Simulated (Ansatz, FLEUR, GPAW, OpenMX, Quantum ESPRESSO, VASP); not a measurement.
## One calculation of Ni, 6 ways

```
CELL_PARAMETERS angstrom
0.00000 1.73757 1.73757
1.73757 0.00000 1.73757
1.73757 1.73757 0.00000
ATOMIC_POSITIONS crystal
Ni 0.00000 0.00000 0.00000
```

Alike in all runs: task band structure; functional LDA; k mesh 13 × 13 × 13; occupations fermi-dirac, width 0.05 eV; collinear spin, ferromagnetic start; no spin-orbit coupling. LDA stands for any of its common fits. Pressure is positive in compression and, in plane waves, holds the error of the finite cutoff.

| program and potentials | plane-wave cutoff (eV) | notes | pressure (GPa) | net moment per atom (μB) |
| --- | --- | --- | --- | --- |
| OpenMX, OpenMX 2013 LDA set, Ni6.0H-s3p2d2, grid cutoff 500 Ry | - | atomic basis; 18 valence electrons an atom on average | -2.69 | 0.62 |
| VASP, LDA PAW files Ni, 520 eV | 520 | 10 valence electrons an atom on average | -10.14 | 0.62 |
| Ansatz, all-electron LAPW, scalar-relativistic | - | - | -10.29 | 0.62 |
| GPAW, the program's PAW data sets (release 1.2.1) made for this functional | 600 | 16 valence electrons an atom on average; this data set often lies off other programs | -8.22 | 0.62 |
| FLEUR, all-electron, FLAPW | - | - | - | 0.62 |
| Quantum ESPRESSO, PseudoDojo 0.4.1 SR LDA standard | 1333 | 18 valence electrons an atom on average | -10.25 | 0.62 |

The pressure spans -10.29 (Ansatz, all-electron LAPW, scalar-relativistic) to -2.69 GPa (OpenMX, OpenMX 2013 LDA set, Ni6.0H-s3p2d2, grid cutoff 500 Ry), with all-electron results at -10.29. All agree on the net moment per atom. The cell lies far from this level's equilibrium. The state is the one that the start led to, which needn't be the lowest. The pressure on the cell as given of OpenMX, OpenMX 2013 LDA set, Ni6.0H-s3p2d2, grid cutoff 500 Ry; GPAW, the program's PAW data sets (release 1.2.1) made for this functional lies far from the others; the cause wasn't traced. Rows in atomic bases carry the error of their basis and grid, which can be large.

The functional is the same throughout but for its coding, so the spread measures potentials, basis and numerics; runs on potential files found faulty are left out.
